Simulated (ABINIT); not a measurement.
Crystal: Rh.

```
Rh
1.0
     0.00000    1.89785    1.89785
     1.89785    0.00000    1.89785
     1.89785    1.89785    0.00000
Rh
1
Direct
  0.00000 0.00000 0.00000
```

```yaml
Program: ABINIT 10.8.3 (patched build)
Task: single point
Functional: PBEsol
Potentials_or_basis: PseudoDojo NC SR PBEsol v0.4.1 standard
Cutoff: 1197 eV
k_mesh: 12 × 12 × 12
Occupations: fermi-dirac, width 0.05 eV
Spin: no spin polarisation
```

On this cell: pressure -3.4 GPa; band gap on the k mesh none (metal or under the smearing width).

The same run follows on a disturbed copy (cell strained at random at fixed volume):

```xyz
1
Lattice="-0.0393 1.8831 1.9625 1.9019 0.0328 1.8903 1.9247 1.8337 0.0101" Properties=species:S:1:pos:R:3 pbc="T T T"
Rh   -0.0047   -0.0016    0.0159
```

Q: What does the disturbed cell give?

A: The energy (extrapolated to zero smearing) moves by +43.1 meV/atom; pressure -2.1 GPa; band gap on the k mesh none (metal or under the smearing width).

Stress tensor (GPa, compression positive):
```
 -7.18   1.96   5.54
  1.96   5.21 -10.04
  5.54 -10.04  -4.42
```
